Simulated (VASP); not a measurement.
Write the native input for VASP 6.6.1 that does the following.

```
Task                   : single point
Functional             : LDA
Potentials or basis    : VASP PAW LDA potentials, release 64 (Cd, Te)
Cutoff                 : 520 eV
k mesh                 : 8 × 8 × 8
Occupations            : gaussian, width 0.02 eV
Spin                   : non-collinear spin, zero start, spin-orbit coupling
Starting moments       : [[0.0, 0.0, 0.0], [0.0, 0.0, 0.0]] μB
Further INCAR settings : ALGO = Fast; EDIFF = 1e-07
```

The structure of CdTe lies in POSCAR:

```
CdTe
1.0
    0.0000000000      3.2323987500      3.2567025000
    3.2323987500      0.0000000000      3.2567025000
    3.2323987500      3.2323987500      0.0000000000
Cd Te
1 1
Direct
    0.0000000000      0.0000000000      0.0000000000
    0.2500000000      0.2500000000      0.2500000000
```

The cell was built by a generator and isn't the measured one.

The input as run:

INCAR

```
ALGO = Fast
EDIFF = 1E-7
ENCUT = 520
GGA_COMPAT = False
ISIF = 2
ISMEAR = 0
LASPH = True
LCHARG = True
LORBIT = 11
LREAL = False
LSORBIT = True
LVHAR = True
LWAVE = False
MAGMOM = 0 0 0 0 0 0
NELM = 60
PREC = Accurate
SIGMA = 0.02
```

KPOINTS

```
k-points
0
Gamma
  8 8 8
```

Potentials or basis: VASP PAW LDA potentials, release 64 (Cd, Te).

Run with:

```sh
$ cat potpaw_LDA.64/Cd/POTCAR potpaw_LDA.64/Te/POTCAR > POTCAR
$ mpirun -np 1 vasp_ncl > vasp.out
```

It gave:

- Pressure: -1.2 GPa
- Net moment: 0.00 μB per cell
- Valence electrons inside the program's atomic spheres: Cd 10.33; Te 3.43

Run time: 3.3 min on 1 thread of Intel(R) Xeon(R) 6975P-C (Granite Rapids), on a shared host, peak memory 0.44 GiB.
